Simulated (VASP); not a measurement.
A run of VASP 6.6.1 is set up as follows.

File INCAR:

```
SYSTEM = SnTe
ALGO     = Normal         ! electronic algorithm
EDIFF    = 1E-7           ! SCF threshold, eV
EDIFFG   = -0.005         ! ionic threshold
ENCUT    = 600            ! plane-wave cutoff, eV
GGA      = PS             ! functional
IBRION   = 2              ! ionic algorithm
ISIF     = 3              ! what is computed and relaxed
ISMEAR   = 0              ! smearing method
LASPH    = .True.         ! aspherical terms in the spheres
LCHARG   = .False.        ! write CHGCAR
LREAL    = .False.        ! projectors in reciprocal space
LWAVE    = .False.        ! write WAVECAR
NELM     = 80             ! most SCF steps
NSW      = 90             ! ionic steps
PREC     = Accurate       ! precision mode
SIGMA    = 0.03           ! smearing width, eV
```

File KPOINTS:

```
k-points
0
Gamma
  10 10 10
  0 0 0
```

The input POSCAR:

```
SnTe                                    
1.0
   -0.0000000000      3.1448388744      3.1448388744
    3.1448388744     -0.0000000000      3.1448388744
    3.1448388744      3.1448388744      0.0000000000
  Sn              Te            
     1     1
Direct
     0.0000000000000000    0.0000000000000000    0.0000000000000000
     0.5000000000000000    0.5000000000000000    0.5000000000000000
```

Potentials or basis: VASP PAW PBE potentials, release 64 (Sn_d, Te).

Launch:

```console
$ cat potpaw_PBE.64/Sn_d/POTCAR potpaw_PBE.64/Te/POTCAR > POTCAR
$ mpirun -np 1 vasp_std > vasp.out
```

Q: Predict the band gap on the k mesh.

A: 0.16 eV, direct.

Final structure:
```
Sn Te
1.0
     0.00000    3.14484    3.14484
     3.14484    0.00000    3.14484
     3.14484    3.14484    0.00000
Sn Te
1 1
Direct
  0.00000 0.00000 0.00000
  0.50000 0.50000 0.50000
```

Caveat: the relaxation stopped at its first step, so nothing moved; spin-orbit coupling is left out, which moves the levels of the heavy elements. A k mesh can miss the band edges.
